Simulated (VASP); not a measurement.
ZrO2 (fluorite): computed properties

The numbers are results of LDA (Ceperley-Alder, Perdew-Zunger), VASP's LDA PAW potentials (set 64) (plane waves; VASP), not measurements.

```
Property                                                                          Result
-----------------------------------------------  ---------------------------------------
space group                                                                  Fm-3m (225)
cell                                             a = b = c = 5.032 Å, α = β = γ = 90.00°
volume per atom                                                            10.62 Å³/atom
band gap (over mesh and band path)                                               3.32 eV
smallest direct gap (over mesh and band path)                                    3.77 eV
band-edge character without spin-orbit coupling                         indirect, X to Γ
band gap with spin-orbit coupling                                                3.32 eV
density                                                                       6.42 g/cm³
optical Γ-point spectrum                                         265 (×3), 580 (×3) cm⁻¹
```

```cif
data_O2Zr
_chemical_formula_sum 'Zr1 O2'
_space_group_name_H-M_alt 'P 1'
_space_group_IT_number 1
_cell_length_a 3.55843
_cell_length_b 3.55843
_cell_length_c 3.55843
_cell_angle_alpha 60.000
_cell_angle_beta 60.000
_cell_angle_gamma 60.000
loop_
_space_group_symop_operation_xyz
  'x, y, z'
loop_
_atom_site_label
_atom_site_type_symbol
_atom_site_fract_x
_atom_site_fract_y
_atom_site_fract_z
_atom_site_occupancy
Zr1 Zr 0.00000 0.00000 0.00000 1
O1 O 0.25000 0.25000 0.25000 1
O2 O 0.75000 0.75000 0.75000 1
```

Measured: a 5.090 Å at 0 K (computed value off by -1.1 %), as given by Xinyuan Zhao et al., Physical review. B, Condensed matter (2002), arXiv:cond-mat/0108491 [extrapolated to 0 K from high-temperature diffraction of the cubic phase (5.27 Å at 2410 °C), as arXiv:1708.09424 says of the same reference; zero-point expansion not removed].

The compound is ZrO2 in the fluorite structure, the high-temperature cubic form, which is unstable at 0 K; the monoclinic form is the stable one. It was relaxed first. Symmetry was kept, so distortions that lower it aren't found.
